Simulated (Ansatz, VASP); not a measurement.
# CaS (Oldhamite) in VASP and in Ansatz

```xyz
2
Lattice="0.0000 2.8430 2.8430 2.8430 0.0000 2.8430 2.8430 2.8430 0.0000" Properties=species:S:1:pos:R:3 pbc="T T T"
Ca    0.0000    0.0000    0.0000
S     2.8430    2.8430    2.8430
```

Alike in both runs: task relaxation of cell and atoms; functional PBEsol; k mesh 8 × 8 × 8; occupations gaussian, width 0.02 eV; no spin polarisation.

|  | VASP | Ansatz |
| --- | --- | --- |
| version | VASP 6.6.1 | Ansatz 0.2.0 |
| potentials or method | VASP PAW PBE potentials, release 64 (Ca_sv, S) | scalar-relativistic, plane waves, PAW |
| plane-wave cutoff (eV) | 600 | 420 |
| valence electrons in the cell | 16 | 16 |

```tsv
	VASP	Ansatz	Ansatz less VASP
gap on the k mesh at the Fermi level, each at its own relaxed structure (eV)	2.16	2.16	-0.002
relaxed volume (Å³/atom)	22.43	22.36	-0.073
relaxed cell length with the largest relative difference (Å)	3.988	3.984	-0.0043
energy change over the relaxation (meV/atom)	-2	-3	-0.8
```

Caveats: the PAW data sets were made with another functional, which shifts forces and pressure a little (VASP). Expect the measured gap to be larger: semilocal functionals such as PBEsol lack the derivative discontinuity. A k mesh can miss the band edges.
